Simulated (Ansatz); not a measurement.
# N: the cost of one run

Method: DFT PBE+D3(BJ), scalar-relativistic, plane waves, PAW, in Ansatz 0.2.0.

2 further runs of the same task are left out: 2 set aside as unsound or not needed.

### 1 The system as given

It takes space group R3 (No. 146, trigonal). Conventional cell: a = 7.971 Å, b = 7.971 Å, c = 19.524 Å, α = 90.00°, β = 90.00°, γ = 120.00°. N (site symmetry 3) has 1 N at 1.10 Å as nearest neighbours. N (site symmetry 1) is surrounded by 1 N at 1.10 Å. N (site symmetry 3) is surrounded by 12 N at 3.56 to 3.62 Å.

Coordinates:

```
CELL_PARAMETERS angstrom
-5.63607 5.63607 0.00000
0.00000 5.63607 -5.63607
-5.63607 0.00000 -5.63607
ATOMIC_POSITIONS crystal
N 0.02821 0.02821 0.91538
N 0.02821 0.91538 0.52821
N 0.52821 0.41538 0.02821
N 0.91538 0.52821 0.52821
N 0.41538 0.02821 0.02821
N 0.52821 0.02821 0.52821
N 0.02821 0.52821 0.02821
N 0.97179 0.97179 0.08462
N 0.47179 0.47179 0.58462
N 0.47179 0.58462 0.97179
N 0.97179 0.08462 0.47179
N 0.58462 0.97179 0.97179
N 0.08462 0.47179 0.47179
N 0.97179 0.47179 0.97179
N 0.47179 0.97179 0.47179
```

It goes back to an entry of the Materials Project, which need not be the stable form.

It is built from the cell relaxed beforehand with the same method (22.38 Å³/atom).

### 2 The vacancy and the jump

The supercell lacks one N atom, at fractional position (0.528, 0.528, 0.415), and holds 15 atoms. Atom 13 (N), 3.56 Å away, is to jump into the empty site. The cell is fixed.

### 3 Relaxing around the vacancy

Input file input.yaml:

```yaml
crystal:
  lattice:
    - [-5.6360689873, 5.6360689873, 0.0]
    - [0.0, 5.6360689873, -5.6360689873]
    - [-5.6360689873, 0.0, -5.6360689873]
  atoms:
    - { symbol: "N", position: [0.0282080022, 0.0282080022, 0.9153759935] }
    - { symbol: "N", position: [0.0282080022, 0.9153759935, 0.5282080022] }
    - { symbol: "N", position: [0.5282080022, 0.4153759935, 0.0282080022] }
    - { symbol: "N", position: [0.9153759935, 0.5282080022, 0.5282080022] }
    - { symbol: "N", position: [0.4153759935, 0.0282080022, 0.0282080022] }
    - { symbol: "N", position: [0.5282080022, 0.0282080022, 0.5282080022] }
    - { symbol: "N", position: [0.0282080022, 0.5282080022, 0.0282080022] }
    - { symbol: "N", position: [0.9717919978, 0.9717919978, 0.0846240065] }
    - { symbol: "N", position: [0.4717919978, 0.4717919978, 0.5846240065] }
    - { symbol: "N", position: [0.4717919978, 0.5846240065, 0.9717919978] }
    - { symbol: "N", position: [0.9717919978, 0.0846240065, 0.4717919978] }
    - { symbol: "N", position: [0.5846240065, 0.9717919978, 0.9717919978] }
    - { symbol: "N", position: [0.0846240065, 0.4717919978, 0.4717919978] }
    - { symbol: "N", position: [0.9717919978, 0.4717919978, 0.9717919978] }
    - { symbol: "N", position: [0.4717919978, 0.9717919978, 0.4717919978] }
basis:
  ecutwfc: 420
kpoints:
  mp_grid: { grid: [4, 4, 4] }
hamiltonian:
  xc: pbe
  dispersion: d3bj
scf:
  occupations: { method: gaussian, width: 0.05 }
output:
  forces: true
  stress: true
  eigenvalues: true
  write_density: true
  write_potential: true
  elf: true
  volumetric_format: npy
relax:
  adjacent_minimum: "off"
  f_tol: 0.02
  max_steps: 50
```

Command:

```
> ansatz run input.yaml --threads 4 --pin off --max-ram 9216MiB --backend cpu --events-out ev --progress --plain --runs-dir out
```

What time and memory should one allow on 4 threads of Arm Neoverse V2, shared host?

About 69 s, with a peak of 0.8 GiB.
